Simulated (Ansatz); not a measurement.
# TiO2: the cost of one run

Computed with Ansatz 0.2.0 (DFT PBE+U, scalar-relativistic, plane waves, PAW, unless a step's input says otherwise).

## 1. Starting point

Symmetry: I4_1/amd, No. 141, tetragonal system. Conventional cell: a = 3.818 Å, b = 3.818 Å, c = 9.777 Å, α = 90.00°, β = 90.00°, γ = 90.00°. Ti (site symmetry -4m2) has 6 O at 1.96 to 2.01 Å as nearest neighbours. O (site symmetry 2mm) has 3 Ti at 1.96 to 2.01 Å as nearest neighbours.

Structure file:

```cif
data_structure
_symmetry_space_group_name_H-M 'P 1'
_symmetry_Int_Tables_number 1
_cell_length_a 5.5843
_cell_length_b 5.5843
_cell_length_c 5.5843
_cell_angle_alpha 140.022
_cell_angle_beta 140.022
_cell_angle_gamma 57.820
_cell_volume 71.25
loop_
_atom_site_label
_atom_site_type_symbol
_atom_site_fract_x
_atom_site_fract_y
_atom_site_fract_z
_atom_site_occupancy
Ti1 Ti 0.00000 0.00000 0.00000 1
Ti2 Ti 0.75000 0.25000 0.50000 1
O1 O 0.20528 0.20528 0.00000 1
O2 O 0.95528 0.45528 0.50000 1
O3 O 0.54472 0.04472 0.50000 1
O4 O 0.79472 0.79472 0.00000 1
```

It is the result of an earlier relaxation at this level (volume 11.88 Å³/atom; gap on the mesh: 2.65 eV).

## 2. Zero of energy

The reference gives a free energy of -7270.8529 eV, pressure 0.01 GPa, largest force 0.000 eV/Å and gap on the mesh 2.65 eV. It was computed beforehand with the settings of the runs below.

## 3. Next: a one-atom displacement scan

Atom 3 (O) is moved by x along the Cartesian unit vector (0.000, -0.772, -0.635); the cell and all other atoms stay fixed. Forces below are components along that vector, summed over the moved atoms. In a periodic cell its images move with it.

## 4. At x = -0.300 Å

File input.yaml:

```yaml
crystal:
  lattice:
    - [-1.9089353641, 1.9089353641, 4.8883612609]
    - [1.9089353641, -1.9089353641, 4.8883612609]
    - [1.9089353641, 1.9089353641, -4.8883612609]
  atoms:
    - { symbol: Ti, position: [0.0, 0.0, 0.0] }
    - { symbol: Ti, position: [0.75, 0.25, 0.5] }
    - { symbol: O, position: [0.2854594486, 0.224765716, 0.0606937326] }
    - { symbol: O, position: [0.9552765759, 0.4552765759, 0.5] }
    - { symbol: O, position: [0.5447234241, 0.0447234241, 0.5] }
    - { symbol: O, position: [0.7947234241, 0.7947234241, 0.0] }
basis:
  ecutwfc: 420
kpoints:
  mp_grid: { grid: [8, 8, 8] }
hamiltonian:
  xc: pbe
  hubbard: { sites: [{ species: Ti, l: d, u_eff: 4.0 }] }
scf:
  occupations: { method: gaussian, width: 0.05 }
output:
  forces: true
  stress: true
  eigenvalues: true
  write_density: true
  write_potential: true
  elf: true
  volumetric_format: npy
```

On the command line:

```
ansatz run input.yaml --threads 1 --pin off --max-ram 2560MiB --backend cpu --events-out ev --progress --plain --runs-dir out
```

**Question.** How long does this run take on 1 thread of Arm Neoverse V2, shared host, and how much memory does it need?

About 55 s, with a peak of 0.68 GiB.
